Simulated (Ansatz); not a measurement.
# C: the band gap up the ladder of functionals

The task here is to estimate one member of a computed series from the others.

Program: Ansatz 0.2.0. PAW datasets, plane waves. (Simulation; spin polarisation is off.)

## Starting point

The cell was relaxed beforehand with r2SCAN.

It is cubic, Fd-3m (No. 227); a = 3.560 Å in the conventional setting, 5.64 Å³ an atom. Near C stand 4 C at 1.54 Å.

As a file:

```xyz
2
Lattice="0.0000 1.7801 1.7801 1.7801 0.0000 1.7801 1.7801 1.7801 0.0000" Properties=species:S:1:pos:R:3 pbc="T T T"
C     0.0000    0.0000    0.0000
C     0.8901    0.8901    0.8901
```

The first run:

File input.yaml:

```yaml
crystal:
  lattice:
    - [0.0, 1.7801241434, 1.7801241434]
    - [1.7801241434, 0.0, 1.7801241434]
    - [1.7801241434, 1.7801241434, 0.0]
  atoms:
    - { symbol: C, position: [0.0, 0.0, 0.0] }
    - { symbol: C, position: [0.25, 0.25, 0.25] }
kpoints:
  mp_grid: { grid: [12, 12, 12] }
  band_path:
    path:
      - [[0.0, 0.0, 0.0], [0.5, 0.0, 0.5], [0.625, 0.25, 0.625]]
      - [[0.375, 0.375, 0.75], [0.0, 0.0, 0.0], [0.5, 0.5, 0.5], [0.5, 0.25, 0.75], [0.5, 0.0, 0.5]]
    npoints: 10
hamiltonian:
  xc: pbe
scf:
  occupations: { method: fermi_dirac, width: 0.02 }
  n_extra_bands: 4
output:
  forces: true
  stress: true
  eigenvalues: true
```

Among the steps run: Band structure with PBE; r2SCAN; HSE06 at the same geometry; One-shot GW from PBE; PBE0.

One table of the session follows, with a row left open; its other results are not shown here.

| level | gap (eV) |
| --- | --- |
| PBE | 4.15 |
| r2SCAN | ? |
| HSE06 | 5.30 |
| G0W0@PBE (33 empty bands) | 5.39 |
| PBE0 | 6.05 |

Estimate the missing values for r2SCAN.

**Answer.** gap (eV): 4.37. In the column «gap (eV)» it lies between PBE (4.15) and HSE06 (5.30).

Meshes: PBE 12×12×12, r2SCAN 12×12×12, HSE06 8×8×8, PBE0 8×8×8

In words: PBE gives the least gap, 4.15 eV, and PBE0 the largest, 6.05 eV. Against G0W0@PBE, PBE is short by 1.24 eV, at 77 % of it, and r2SCAN 81 %. PBE0 lies 0.75 eV above HSE06, which differs from it by screening the long-range exchange. G0W0 values are finite-basis, finite-mesh values.

To keep in mind: Warnings in the runs' records: stress scf threshold loose, stress exchange threshold loose.
